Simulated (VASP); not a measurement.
**Pd: relaxation of the atoms with PBEsol**

Slab: Pd, a slab with vacuum.

```
Pd
1.0
     2.73898    0.00000    0.00000
    -1.36949    2.37202    0.00000
     0.00000    0.00000   26.18183
Pd
6
Direct
  0.66667 0.33333 0.28646
  0.33333 0.66667 0.37187
  0.00000 0.00000 0.45729
  0.66667 0.33333 0.54271
  0.33333 0.66667 0.62813
  0.00000 0.00000 0.71354
```

The slab is cut from a database's or a generator's crystal, which needn't be the stable form of the element.

```
Program                : VASP 6.6.1
Task                   : relaxation of the atoms
Functional             : PBEsol
Potentials or basis    : VASP PAW PBE potentials, release 64 (Pd)
Cutoff                 : 520 eV
k mesh                 : 15 × 15 × 1
Occupations            : methfessel-paxton, width 0.1 eV
Spin                   : no spin polarisation
Dipole correction      : yes
Further INCAR settings : ALGO = Normal; EDIFF = 1e-06; IBRION = 2; EDIFFG = -0.02; NSW = 80
```

```yaml
Energy_gained_by_relaxing: 0.2 meV/atom
Ionic_steps: 5
Largest_force_after_relaxing: 0.014 eV/Å
Band_gap_on_the_k_mesh: none (metal or under the smearing width)
```

Forces in eV/Å, atoms in the order of the input:
```
Pd   0.000  0.000  0.010
Pd   0.000  0.000  0.007
Pd   0.000  0.000  0.014
Pd   0.000  0.000 -0.014
Pd   0.000  0.000 -0.007
Pd   0.000  0.000 -0.010
```

The path:
| step | energy change (eV) | largest force (eV/Å) | pressure (GPa) |
| --- | --- | --- | --- |
| 1 | 0.0000 | 0.1076 | -1.62 |
| 2 | -0.0009 | 0.0322 | -1.66 |
| 3 | -0.0010 | 0.0375 | -1.67 |
| 4 | -0.0010 | 0.0392 | -1.67 |
| 5 | -0.0011 | 0.0138 | -1.68 |

Final structure:
```
CELL_PARAMETERS angstrom
2.73898 0.00000 0.00000
-1.36949 2.37202 0.00000
0.00000 0.00000 26.18183
ATOMIC_POSITIONS crystal
Pd 0.66667 0.33333 0.28632
Pd 0.33333 0.66667 0.37218
Pd 0.00000 0.00000 0.45733
Pd 0.66667 0.33333 0.54267
Pd 0.33333 0.66667 0.62782
Pd 0.00000 0.00000 0.71368
```

Levels at points of the mesh, in eV from the Fermi level:
```csv
k point,band 25,band 26,band 27,band 28,band 29,band 30,band 31,band 32,band 33,band 34
"(0.00, 0.00, 0.00)",-1.22,-1.22,-0.98,-0.98,-0.85,-0.60,-0.60,-0.22,-0.22,-0.04
```

It took 2.9 min on 2 MPI ranks on AMD EPYC 9R45 96-Core Processor (Zen 5), with other jobs on the host, peak memory 0.32 GiB a rank.

Caveat: the PAW data sets were made with another functional, which shifts forces and pressure a little.
